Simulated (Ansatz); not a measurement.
Mo:

```
CELL_PARAMETERS angstrom
0.15753 2.01904 1.91183
2.12473 -0.02640 2.09576
2.02995 2.10820 0.06838
ATOMIC_POSITIONS crystal
Mo 0.00000 0.00000 0.00000
```

This isn't the form of Mo at room conditions, which is bcc.

The cell isn't the ideal one: cell sheared at random, sigma 0.06, atoms nudged by 0.01 Å.

Program: Ansatz 0.2.0. Alike in all runs: task projected density of states; potentials or basis Ansatz PAW; no spin polarisation; cell sheared at random, sigma 0.06, atoms nudged by 0.01 Å; k mesh 7 × 6 × 7; smearing fermi-dirac 0.05 eV; the mesh is coarse, so values aren't converged.

Task: Order these runs on this cell by their pressure, lowest first.
A. level r2SCAN; cutoff (eV) 500
B. level LDA; cutoff (eV) 420
C. level r2SCAN0; cutoff (eV) 500

Result: B (-13.6 GPa), C (-9.2 GPa), A (-4.6 GPa).

Caveats: all runs use coarse meshes; the PAW data sets come from PBE, with cores solved anew for the run's functional, which leaves a small shift of forces and pressure; the density of states is complete only up to the lowest level of the last band computed; the thresholds are loose for stress (some runs).
